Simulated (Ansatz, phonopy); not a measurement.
# CaSe (Fm-3m): phonons against volume, part 5 of 5

Which modes of CaSe drive its thermal expansion?

Experimental results on record:
- heat capacity C_P per formula unit 48.1 J/mol/K near room temperature (given in “High-Throughput Prediction of Finite-Temperature Properties using the Quasi-Harmonic Approximation”, 2016, arXiv:1603.06924)

Ansatz 0.2.0; DFT LDA, scalar-relativistic, plane waves, PAW.

So far. Step 14 (A cell at another volume, V/V0 1.05): The run ends at a pressure of -2.53 GPa. Step 15 (Phonons, V/V0 1.05): No mode is imaginary beyond numerical noise at the solved wavevectors. The highest zone-centre mode (no LO–TO term) moved by -10.2 % for a volume change of +5.0 %.

The database entry behind the starting cell differs from later determinations by our own check (0.1 to 0.3 % short, probably kX units), so it need not match the best structure at ambient conditions.

### 16. Mode Grüneisen parameters (continued)

Mean mode Grueneisen parameter against wavenumber:

```
wavenumber (cm⁻¹)  mean mode Grueneisen parameter
                4                               -
               13                               -
               22                            1.01
               31                          0.0385
               40                           0.806
               49                           0.957
               58                            0.64
               67                           0.726
               76                           0.577
               85                           0.544
               94                           0.724
              103                           0.773
              112                           0.922
              120                            1.08
              129                            1.29
              138                            1.22
              147                            1.32
              156                             1.3
              165                            2.06
              174                            2.07
              183                            2.11
              192                            2.13
              201                             2.2
              210                            2.04
              219                            1.61
              228                            1.46
              236                            1.32
              245                             1.2
              254                            1.14
              263                            1.11
```

Volume series, by row:

```csv
V/V0,V (Å³/atom),pressure (GPa),E - E0 (meV/atom),gap (eV),zero-point energy (meV/atom),lowest on the path (cm⁻¹),highest at Gamma without the LO-TO term (cm⁻¹)
0.97,23.55,1.851,4.084,1.626,30.64,0,203.7
0.985,23.92,0.886,0.983,1.672,29.92,0,197.6
1,24.28,-0.007,0,1.715,29.23,0,191.5
1.015,24.64,-0.833,0.969,1.756,28.54,0,185.6
1.03,25.01,-1.598,3.741,1.795,27.87,0,179.7
1.05,25.49,-2.531,10.02,1.844,27,0,172.1
```

The optical frequency at Gamma without the LO-TO term, mode 4 by V/V0:

```csv
V/V0,"optical frequency at Gamma without the LO-TO term, mode 4 (cm⁻¹)"
0.9700,204
0.9850,198
1.0000,192
1.0150,186
1.0300,180
1.0500,172
```

Grüneisen at points, by row:

```csv
point,branch,frequency (cm⁻¹),mode Grüneisen parameter
Γ,4,191.5,2.09
Γ,6,267.7,1.11
X,1,83.7,0.01
X,3,123,0.01
X,4,197.9,2.23
X,6,209.8,2.31
U,1,106.5,0.98
U,2,116.7,-0.01
U,3,128.6,0.81
U,4,185.3,2.22
U,5,206.5,2.3
U,6,211.8,1.83
K,1,106.5,0.98
K,2,116.7,-0.01
K,3,128.6,0.81
K,4,185.3,2.22
K,5,206.5,2.3
K,6,211.8,1.83
L,1,127.1,1.81
L,3,161.8,1.19
L,4,163.3,2.06
L,6,261.9,1.08
W,1,108.7,0
W,3,140.4,1.51
W,4,191.4,1.71
W,5,204.8,2.27
```

### 17. Free-energy fit

This step gave:

```
volume expansion coefficient at 300 K : 43.66 1e-6/K
isothermal bulk modulus at 300 K      : 53.78 GPa
C_P at 300 K                          : 24.22 J/mol-atom/K
Grüneisen parameter at 300 K          : 1.466
```

The energy (each curve on its own zero) by volume; values in meV/atom:

```
volume (Å³/atom)  static  F at 0 K  F at 300 K  F at 900 K
          23.551    4.08      5.85        8.64        17.1
          23.915    0.98      2.04        3.77        8.94
          24.279       0      0.36           1        2.88
          24.644    0.97      0.64        0.18       -1.25
          25.008    3.74      2.75        1.17       -3.61
          25.493    10.0      8.16        5.04       -4.23
```

Phonopy-qha, vinet fit of F(V) at each temperature; no electronic free energy. Qha vinet, by row:

```csv
T (K),fitted volume (Å³/atom),alpha_V (1e-6/K),B_T (GPa),C_P (J/mol-atom/K),Grueneisen
100,24.43,27.14,56.02,16.6,1.347
150,24.47,35.62,55.5,20.75,1.416
200,24.52,39.72,54.94,22.62,1.443
250,24.57,42.07,54.36,23.61,1.457
300,24.62,43.66,53.78,24.22,1.466
350,24.68,44.87,53.19,24.63,1.474
400,24.73,45.87,52.59,24.94,1.481
450,24.79,46.77,51.99,25.18,1.487
500,24.85,47.61,51.38,25.39,1.493
550,24.91,48.41,50.76,25.58,1.499
600,24.97,49.2,50.15,25.75,1.505
650,25.03,49.98,49.52,25.91,1.511
700,25.09,50.77,48.89,26.07,1.517
750,25.16,51.58,48.26,26.22,1.523
800,25.22,52.39,47.62,26.37,1.529
```

Table of volume expansion coefficient, phonopy-qha, Vinet by temperature:

```csv
temperature (K),"volume expansion coefficient, phonopy-qha, Vinet (1e-6/K)"
75,19.6
100,27.1
125,32.2
150,35.6
175,38.0
200,39.7
225,41.0
250,42.1
275,42.9
300,43.7
325,44.3
350,44.9
375,45.4
400,45.9
425,46.3
450,46.8
475,47.2
500,47.6
525,48.0
550,48.4
575,48.8
600,49.2
625,49.6
650,50.0
675,50.4
700,50.8
725,51.2
750,51.6
775,52.0
800,52.4
```

The fit gives a volume expansion of 43.7 × 10⁻⁶/K at 300 K.

### 18. Summary of results

| Quantity | Value |
| --- | --- |
| volume expansion coefficient at 300 K | 43.66 1e-6/K |
| isothermal bulk modulus at 300 K | 53.78 GPa |
| C_P at 300 K | 24.22 J/mol-atom/K |
| Grüneisen parameter at 300 K | 1.466 |
| mean mode Grüneisen parameter at 300 K | 1.44 |

What this shows: Near room temperature CaSe expands by 43.7 × 10⁻⁶/K in volume by LDA, with C_P = 24.2 J/(mol K) per mole of atoms and B_T = 53.8 GPa. The table stops at 800 K because beyond it the fitted volume comes within 1 % of the largest computed cell, where the fit loses its support. C_P at room temperature is 97 % of the classical 3R an atom. A measured heat capacity per formula unit near room temperature is 48.1 J/mol/K (arXiv:1603.06924); the calculated 48.4 J/mol/K differs by +1 %. The heat-capacity-weighted Grüneisen parameter goes from 1.12 at 50 K to 1.45 at 800 K; 2 % of the modes stiffen on expansion. Weighting γ by the density of states and each mode's heat capacity at 300 K, modes below 90 cm⁻¹ give about 5 % of the sum of γC that drives the expansion, those up to 180 cm⁻¹ 43 % and the rest 52 %. Among the labelled points γ is largest for branch 6 at X (210 cm⁻¹, 2.3) and most negative for branch 2 at U (117 cm⁻¹, -0.01). The PAW files were made for PBE and are used here under another functional, for which the program regenerates the frozen cores.

[Logs are printed without paths, hosts, clocks, repeated set-up lines and the standing remarks that a program may print on its own settings, such as how far it seeks lower states.]

[Hosts, paths, dates, database ids (printed as entryN), source tags and the programs' standing remarks are cut or masked in the printed files.]

[A step with changed settings may run another functional than the one named; its input shows which.]

[Of the runs on displaced cells, only some may be shown.]
